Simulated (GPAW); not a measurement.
# GaP (F-43m) in GPAW: further runs, part 2 of 3

GPAW 26.7.0.

## (4) RPA correlation energy, PBE

Contents of run.py:

```python
import numpy as np
from ase import Atoms
from ase.units import Bohr, Ha
from gpaw import GPAW, PW
from gpaw.hybrids.energy import non_self_consistent_energy
from gpaw.xc.rpa import RPACorrelation

atoms = Atoms(['Ga', 'P'],
              cell=[[0.0, 2.72525, 2.72525],
                    [2.72525, 0.0, 2.72525],
                    [2.72525, 2.72525, 0.0]],
              scaled_positions=[[0.0, 0.0, 0.0],
                                [0.75, 0.75, 0.75]],
              pbc=True)

for x in [1.0]:
    ecuts = np.array([128.0, 160.0, 200])
    a = atoms.copy()
    a.set_cell(atoms.cell * x**(1 / 3), scale_atoms=True)
    calc = GPAW(mode=PW(500),
                xc='PBE',
                kpts={'size': (4, 4, 4), 'gamma': True},
                occupations={'name': 'fermi-dirac', 'width': 0.001},
                nbands=11,
                convergence={'density': 1e-06},
                maxiter=150,
                txt=f'gs-{x:.2f}.txt')
    a.calc = calc
    dft = a.get_potential_energy(force_consistent=True)
    calc.write(f'gs-{x:.2f}.gpw')
    exx = non_self_consistent_energy(calc, 'EXX').sum()
    calc.diagonalize_full_hamiltonian(nbands=int(a.get_volume() / Bohr**3 * (ecuts[-1] / Ha)**1.5 * 2**0.5 / 3 / np.pi**2) + 30)
    calc.write(f'full-{x:.2f}.gpw', mode='all')
    ec = RPACorrelation(f'full-{x:.2f}.gpw', ecut=ecuts, nfrequencies=12, skip_gamma=False, txt=f'rpa-{x:.2f}.txt').calculate()
    slope, ec_inf = np.polyfit(ecuts**-1.5, ec, 1)
    print(f'V = {a.get_volume():.4f} A^3: DFT {dft:.5f}, EXX {exx:.5f}, correlation', *ec.round(5), f'extrapolated {ec_inf:.5f}, total {exx + ec_inf:.5f} eV', flush=True)
```

Potentials or basis: GPAW PAW data sets (gpaw-data 1.2.1), pw.

Run with:

```sh
$ OMP_NUM_THREADS=1 python run.py
```

The log of the run:

```text
Using integrator: PointIntegrator
FrequencyDescriptor(from 0.000+0.003j to 0.000+800.000j eV, 12 points)
Nonperiodic BCs:  [False False False]
Using integrator: PointIntegrator
FrequencyDescriptor(from 0.000+0.003j to 0.000+800.000j eV, 12 points)
Nonperiodic BCs:  [False False False]
Integrating chi0 body.

Symmetries of q_c:
    Direct symmetries (Uq -> q): 24
    Indirect symmetries (TUq -> q): 24
In total 48 allowed symmetries.
[... 33 lines left out ...]
8 groups of equivalent kpoints. 87.5% reduction.

Integral kind: hermitian response function
Integrating chi0 head and wings.

Symmetries of q_c:
    Direct symmetries (Uq -> q): 24
    Indirect symmetries (TUq -> q): 24
In total 48 allowed symmetries.
[... 29 lines left out ...]
  ( 1 -1  0)  ( 1 -1  0)  ( 1  0 -1)  ( 1  0 -1)  ( 1  0  0)  ( 1  0  0)
  ( 1  0 -1)  ( 1  0  0)  ( 1 -1  0)  ( 1  0  0)  ( 1 -1  0)  ( 1  0 -1)
  ( 1  0  0)  ( 1  0 -1)  ( 1  0  0)  ( 1 -1  0)  ( 1  0 -1)  ( 1 -1  0)

8 groups of equivalent kpoints. 87.5% reduction.

Integral kind: hermitian response function wings
Integrating chi0 body.

Symmetries of q_c:
    Direct symmetries (Uq -> q): 24
    Indirect symmetries (TUq -> q): 24
In total 48 allowed symmetries.
[... 33 lines left out ...]
8 groups of equivalent kpoints. 87.5% reduction.

Integral kind: hermitian response function
Integrating chi0 head and wings.

Symmetries of q_c:
    Direct symmetries (Uq -> q): 24
    Indirect symmetries (TUq -> q): 24
In total 48 allowed symmetries.
[... 29 lines left out ...]
  ( 1 -1  0)  ( 1 -1  0)  ( 1  0 -1)  ( 1  0 -1)  ( 1  0  0)  ( 1  0  0)
  ( 1  0 -1)  ( 1  0  0)  ( 1 -1  0)  ( 1  0  0)  ( 1 -1  0)  ( 1  0 -1)
  ( 1  0  0)  ( 1  0 -1)  ( 1  0  0)  ( 1 -1  0)  ( 1  0 -1)  ( 1 -1  0)

8 groups of equivalent kpoints. 87.5% reduction.

Integral kind: hermitian response function wings
Integrating chi0 body.

Symmetries of q_c:
    Direct symmetries (Uq -> q): 24
    Indirect symmetries (TUq -> q): 24
In total 48 allowed symmetries.
[... 33 lines left out ...]
8 groups of equivalent kpoints. 87.5% reduction.

Integral kind: hermitian response function
Integrating chi0 head and wings.

Symmetries of q_c:
    Direct symmetries (Uq -> q): 24
    Indirect symmetries (TUq -> q): 24
In total 48 allowed symmetries.
[... 29 lines left out ...]
  ( 1 -1  0)  ( 1 -1  0)  ( 1  0 -1)  ( 1  0 -1)  ( 1  0  0)  ( 1  0  0)
  ( 1  0 -1)  ( 1  0  0)  ( 1 -1  0)  ( 1  0  0)  ( 1 -1  0)  ( 1  0 -1)
  ( 1  0  0)  ( 1  0 -1)  ( 1  0  0)  ( 1 -1  0)  ( 1  0 -1)  ( 1 -1  0)

8 groups of equivalent kpoints. 87.5% reduction.

Integral kind: hermitian response function wings
Integrating chi0 body.

Symmetries of q_c:
    Direct symmetries (Uq -> q): 4
    Indirect symmetries (TUq -> q): 4
In total 8 allowed symmetries.

  ( 1  0  0)  ( 1  0 -1)  ( 0  1  0)  ( 0  1 -1)  ( 0  1 -1)  ( 0  1  0)
  ( 0  1  0)  ( 0  1 -1)  ( 1  0  0)  ( 1  0 -1)  ( 0  1  0)  ( 0  1 -1)
  ( 0  0  1)  ( 0  0 -1)  ( 0  0  1)  ( 0  0 -1)  (-1  1  0)  (-1  1  0)

  ( 1  0 -1)  ( 1  0  0)
  ( 1  0  0)  ( 1  0 -1)
  ( 1 -1  0)  ( 1 -1  0)

18 groups of equivalent kpoints. 71.875% reduction.
[... 4 lines left out ...]
Symmetries of q_c:
    Direct symmetries (Uq -> q): 4
    Indirect symmetries (TUq -> q): 4
In total 8 allowed symmetries.

  ( 1  0  0)  ( 1  0 -1)  ( 0  1  0)  ( 0  1 -1)  ( 0  1 -1)  ( 0  1  0)
  ( 0  1  0)  ( 0  1 -1)  ( 1  0  0)  ( 1  0 -1)  ( 0  1  0)  ( 0  1 -1)
  ( 0  0  1)  ( 0  0 -1)  ( 0  0  1)  ( 0  0 -1)  (-1  1  0)  (-1  1  0)

  ( 1  0 -1)  ( 1  0  0)
  ( 1  0  0)  ( 1  0 -1)
  ( 1 -1  0)  ( 1 -1  0)

18 groups of equivalent kpoints. 71.875% reduction.
[... 4 lines left out ...]
Symmetries of q_c:
    Direct symmetries (Uq -> q): 4
    Indirect symmetries (TUq -> q): 4
In total 8 allowed symmetries.

  ( 1  0  0)  ( 1  0 -1)  ( 0  1  0)  ( 0  1 -1)  ( 0  1 -1)  ( 0  1  0)
  ( 0  1  0)  ( 0  1 -1)  ( 1  0  0)  ( 1  0 -1)  ( 0  1  0)  ( 0  1 -1)
  ( 0  0  1)  ( 0  0 -1)  ( 0  0  1)  ( 0  0 -1)  (-1  1  0)  (-1  1  0)

  ( 1  0 -1)  ( 1  0  0)
  ( 1  0  0)  ( 1  0 -1)
  ( 1 -1  0)  ( 1 -1  0)

18 groups of equivalent kpoints. 71.875% reduction.
[... 46 lines left out ...]
Symmetries of q_c:
    Direct symmetries (Uq -> q): 4
    Indirect symmetries (TUq -> q): 4
In total 8 allowed symmetries.

  ( 1  0  0)  ( 0  1 -1)  ( 0 -1  1)  (-1  0  0)  (-1  0  0)  ( 0 -1  1)
  ( 0  1  0)  ( 0  0 -1)  ( 1 -1  0)  (-1  0  1)  ( 0  0 -1)  (-1  0  1)
  ( 0  0  1)  ( 1  0 -1)  ( 0 -1  0)  (-1  1  0)  ( 0 -1  0)  ( 0  0  1)

  ( 0  1 -1)  ( 1  0  0)
  ( 0  1  0)  ( 1 -1  0)
  (-1  1  0)  ( 1  0 -1)

16 groups of equivalent kpoints. 75.0% reduction.

Integral kind: hermitian response function
Integrating chi0 body.

Symmetries of q_c:
    Direct symmetries (Uq -> q): 4
    Indirect symmetries (TUq -> q): 4
In total 8 allowed symmetries.

  ( 1  0  0)  ( 0  1 -1)  ( 0 -1  1)  (-1  0  0)  (-1  0  0)  ( 0 -1  1)
  ( 0  1  0)  ( 0  0 -1)  ( 1 -1  0)  (-1  0  1)  ( 0  0 -1)  (-1  0  1)
  ( 0  0  1)  ( 1  0 -1)  ( 0 -1  0)  (-1  1  0)  ( 0 -1  0)  ( 0  0  1)

  ( 0  1 -1)  ( 1  0  0)
  ( 0  1  0)  ( 1 -1  0)
  (-1  1  0)  ( 1  0 -1)

16 groups of equivalent kpoints. 75.0% reduction.

Integral kind: hermitian response function
Integrating chi0 body.

Symmetries of q_c:
    Direct symmetries (Uq -> q): 4
    Indirect symmetries (TUq -> q): 4
In total 8 allowed symmetries.

  ( 1  0  0)  ( 0  1 -1)  ( 0 -1  1)  (-1  0  0)  (-1  0  0)  ( 0 -1  1)
  ( 0  1  0)  ( 0  0 -1)  ( 1 -1  0)  (-1  0  1)  ( 0  0 -1)  (-1  0  1)
  ( 0  0  1)  ( 1  0 -1)  ( 0 -1  0)  (-1  1  0)  ( 0 -1  0)  ( 0  0  1)

  ( 0  1 -1)  ( 1  0  0)
  ( 0  1  0)  ( 1 -1  0)
  (-1  1  0)  ( 1  0 -1)

16 groups of equivalent kpoints. 75.0% reduction.

Integral kind: hermitian response function
Integrating chi0 body.
[... 48 lines left out ...]
  ( 1  0  0)  ( 1  0 -1)  ( 0  1  0)  ( 0  1 -1)  ( 0 -1  1)  ( 0 -1  0)
  ( 0  1  0)  ( 0  1 -1)  ( 1  0  0)  ( 1  0 -1)  ( 0 -1  0)  ( 0 -1  1)
  ( 0  0  1)  ( 0  0 -1)  ( 0  0  1)  ( 0  0 -1)  ( 1 -1  0)  ( 1 -1  0)

  (-1  0  1)  (-1  0  0)  (-1  0  0)  (-1  0  1)  ( 0 -1  0)  ( 0 -1  1)
  (-1  0  0)  (-1  0  1)  ( 0 -1  0)  ( 0 -1  1)  (-1  0  0)  (-1  0  1)
  (-1  1  0)  (-1  1  0)  ( 0  0 -1)  ( 0  0  1)  ( 0  0 -1)  ( 0  0  1)

  ( 0  1 -1)  ( 0  1  0)  ( 1  0 -1)  ( 1  0  0)
  ( 0  1  0)  ( 0  1 -1)  ( 1  0  0)  ( 1  0 -1)
  (-1  1  0)  (-1  1  0)  ( 1 -1  0)  ( 1 -1  0)

13 groups of equivalent kpoints. 79.6875% reduction.

Integral kind: hermitian response function
Integrating chi0 body.
[... 6 lines left out ...]
  ( 1  0  0)  ( 1  0 -1)  ( 0  1  0)  ( 0  1 -1)  ( 0 -1  1)  ( 0 -1  0)
  ( 0  1  0)  ( 0  1 -1)  ( 1  0  0)  ( 1  0 -1)  ( 0 -1  0)  ( 0 -1  1)
  ( 0  0  1)  ( 0  0 -1)  ( 0  0  1)  ( 0  0 -1)  ( 1 -1  0)  ( 1 -1  0)

  (-1  0  1)  (-1  0  0)  (-1  0  0)  (-1  0  1)  ( 0 -1  0)  ( 0 -1  1)
  (-1  0  0)  (-1  0  1)  ( 0 -1  0)  ( 0 -1  1)  (-1  0  0)  (-1  0  1)
  (-1  1  0)  (-1  1  0)  ( 0  0 -1)  ( 0  0  1)  ( 0  0 -1)  ( 0  0  1)

  ( 0  1 -1)  ( 0  1  0)  ( 1  0 -1)  ( 1  0  0)
  ( 0  1  0)  ( 0  1 -1)  ( 1  0  0)  ( 1  0 -1)
  (-1  1  0)  (-1  1  0)  ( 1 -1  0)  ( 1 -1  0)

13 groups of equivalent kpoints. 79.6875% reduction.

Integral kind: hermitian response function
Integrating chi0 body.
[... 6 lines left out ...]
  ( 1  0  0)  ( 1  0 -1)  ( 0  1  0)  ( 0  1 -1)  ( 0 -1  1)  ( 0 -1  0)
  ( 0  1  0)  ( 0  1 -1)  ( 1  0  0)  ( 1  0 -1)  ( 0 -1  0)  ( 0 -1  1)
  ( 0  0  1)  ( 0  0 -1)  ( 0  0  1)  ( 0  0 -1)  ( 1 -1  0)  ( 1 -1  0)

  (-1  0  1)  (-1  0  0)  (-1  0  0)  (-1  0  1)  ( 0 -1  0)  ( 0 -1  1)
  (-1  0  0)  (-1  0  1)  ( 0 -1  0)  ( 0 -1  1)  (-1  0  0)  (-1  0  1)
  (-1  1  0)  (-1  1  0)  ( 0  0 -1)  ( 0  0  1)  ( 0  0 -1)  ( 0  0  1)

  ( 0  1 -1)  ( 0  1  0)  ( 1  0 -1)  ( 1  0  0)
  ( 0  1  0)  ( 0  1 -1)  ( 1  0  0)  ( 1  0 -1)
  (-1  1  0)  (-1  1  0)  ( 1 -1  0)  ( 1 -1  0)

13 groups of equivalent kpoints. 79.6875% reduction.

Integral kind: hermitian response function
Integrating chi0 body.
[... 48 lines left out ...]
  ( 1  0  0)  ( 1  0  0)  ( 0  1  0)  ( 0  1  0)  ( 0  0  1)  ( 0  0  1)
  ( 0  1  0)  ( 0  0  1)  ( 1  0  0)  ( 0  0  1)  ( 1  0  0)  ( 0  1  0)
  ( 0  0  1)  ( 0  1  0)  ( 0  0  1)  ( 1  0  0)  ( 0  1  0)  ( 1  0  0)

  (-1  0  0)  (-1  0  0)  ( 0 -1  0)  ( 0 -1  0)  ( 0  0 -1)  ( 0  0 -1)
  ( 0 -1  0)  ( 0  0 -1)  (-1  0  0)  ( 0  0 -1)  (-1  0  0)  ( 0 -1  0)
  ( 0  0 -1)  ( 0 -1  0)  ( 0  0 -1)  (-1  0  0)  ( 0 -1  0)  (-1  0  0)

13 groups of equivalent kpoints. 79.6875% reduction.

Integral kind: hermitian response function
Integrating chi0 body.
[... 6 lines left out ...]
  ( 1  0  0)  ( 1  0  0)  ( 0  1  0)  ( 0  1  0)  ( 0  0  1)  ( 0  0  1)
  ( 0  1  0)  ( 0  0  1)  ( 1  0  0)  ( 0  0  1)  ( 1  0  0)  ( 0  1  0)
  ( 0  0  1)  ( 0  1  0)  ( 0  0  1)  ( 1  0  0)  ( 0  1  0)  ( 1  0  0)

  (-1  0  0)  (-1  0  0)  ( 0 -1  0)  ( 0 -1  0)  ( 0  0 -1)  ( 0  0 -1)
  ( 0 -1  0)  ( 0  0 -1)  (-1  0  0)  ( 0  0 -1)  (-1  0  0)  ( 0 -1  0)
  ( 0  0 -1)  ( 0 -1  0)  ( 0  0 -1)  (-1  0  0)  ( 0 -1  0)  (-1  0  0)

13 groups of equivalent kpoints. 79.6875% reduction.

Integral kind: hermitian response function
Integrating chi0 body.
[... 6 lines left out ...]
  ( 1  0  0)  ( 1  0  0)  ( 0  1  0)  ( 0  1  0)  ( 0  0  1)  ( 0  0  1)
  ( 0  1  0)  ( 0  0  1)  ( 1  0  0)  ( 0  0  1)  ( 1  0  0)  ( 0  1  0)
  ( 0  0  1)  ( 0  1  0)  ( 0  0  1)  ( 1  0  0)  ( 0  1  0)  ( 1  0  0)

  (-1  0  0)  (-1  0  0)  ( 0 -1  0)  ( 0 -1  0)  ( 0  0 -1)  ( 0  0 -1)
  ( 0 -1  0)  ( 0  0 -1)  (-1  0  0)  ( 0  0 -1)  (-1  0  0)  ( 0 -1  0)
  ( 0  0 -1)  ( 0 -1  0)  ( 0  0 -1)  (-1  0  0)  ( 0 -1  0)  (-1  0  0)

13 groups of equivalent kpoints. 79.6875% reduction.

Integral kind: hermitian response function
```

Run time: 85 s. Hardware: 1 thread of Arm Neoverse V1, shared host; peak memory 0.32 GiB.

Results:

- Free energy: -8.8969 eV
- Band gap on the k mesh, mean-field level: 1.64 eV, indirect (least direct gap 1.88 eV)
- RPA total energy per cell: 31.455 eV

Caveat: the k mesh is coarse (spacing up to 0.50 Å⁻¹), so the values aren't converged; the long-wavelength limit can be off by a per cent or two.

(Continued in part 3 of 3.)
